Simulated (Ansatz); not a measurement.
Input of an Ansatz 0.2.0 run:

The input input.yaml:

```yaml
crystal:
  lattice:
    - [2.881, 0.0, 0.0]
    - [0.0, 2.881, 0.0]
    - [0.0, 0.0, 2.881]
  atoms:
    - { symbol: Ni, position: [0.5, 0.5, 0.5], spin: 1.0 }
    - { symbol: Al, position: [0.0, 0.0, 0.0] }
hamiltonian:
  xc: lda
  pseudopotentials: { kind: paw }
magnetization:
  spin_polarized: true
kpoints:
  mp_grid: { grid: [9, 9, 9] }
scf:
  occupations: { method: gaussian, width: 0.1 }
output:
  forces: true
  stress: true
  eigenvalues: true
  write_density: true
  write_potential: true
  elf: true
  volumetric_format: npy
```

Potentials or basis: Ansatz PAW.

Command:

```console
$ ansatz run input.yaml --threads 2 --pin off --max-ram 5632MiB --backend cpu --events-out ev --progress --plain --runs-dir out
```

**Question.** Estimate the net moment.

**Answer.** 0.00 μB per cell.

**Question.** What does it give for the absolute moment?

**Answer.** 0.00 μB per cell.

**Question.** What does it give for the pressure?

**Answer.** -8.6 GPa.

**Question.** What does it give for the band gap on the k mesh?

**Answer.** None (metal or under the smearing width).

Caveat: the PAW data sets come from PBE, with cores solved anew for the run's functional, which leaves a small shift of forces and pressure; the starting moments weren't kept.
